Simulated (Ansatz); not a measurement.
CsH built on the CsCl prototype (r2SCAN geometry), in Ansatz:

```
CELL_PARAMETERS angstrom
3.81309 0.00000 0.00000
0.00000 3.81309 0.00000
0.00000 0.00000 3.81309
ATOMIC_POSITIONS crystal
Cs 0.00000 0.00000 0.00000
H 0.50000 0.50000 0.50000
```

G0W0@r2SCAN with 304 empty bands, a screening cutoff of 180 eV and a 4×4×4 mesh (PAW, contour deformation) gives 4.784 eV over the mesh points, from an r2SCAN gap of 3.180 eV; it sums over 309 bands with 305 plane waves in the screening and a wave cutoff of 500 eV. G0W0 here is at a finite number of bands, screening cutoff and k mesh, not at the basis limit. Spin-unpolarised throughout. Whether this structure exists isn't addressed.

(1) Another run gave a Kohn-Sham gap of 3.182 eV and a G0W0 gap of 4.787 eV, summing over 309 bands with 305 plane waves in the screening and a wave cutoff of 1180 eV. What was changed?

(2) Estimate the gap with starting point PBE0, with them a wave cutoff of 420 eV.

(3) Another run gave a Kohn-Sham gap of 3.180 eV and a G0W0 gap of 4.879 eV, summing over 309 bands with 305 plane waves in the screening and a wave cutoff of 500 eV. What was changed?

(4) Estimate the gap with starting point HSE06, with them a wave cutoff of 420 eV.

## Answers

(1) Potentials of the kind norm-conserving, with them a wave cutoff of 1180 eV. The wave cutoff gives it away.

(2) 5.287 eV (+0.504 eV), from a Kohn-Sham gap of 4.310 eV.

(3) Frequency model Godby-Needs pole. Only the quasiparticle gap differs.

(4) 5.028 eV (+0.244 eV), from a Kohn-Sham gap of 3.621 eV.

Spin-orbit coupling is left out.

The program warns that the k mesh is coarse for exact exchange in some of these runs, so their gaps aren't converged.
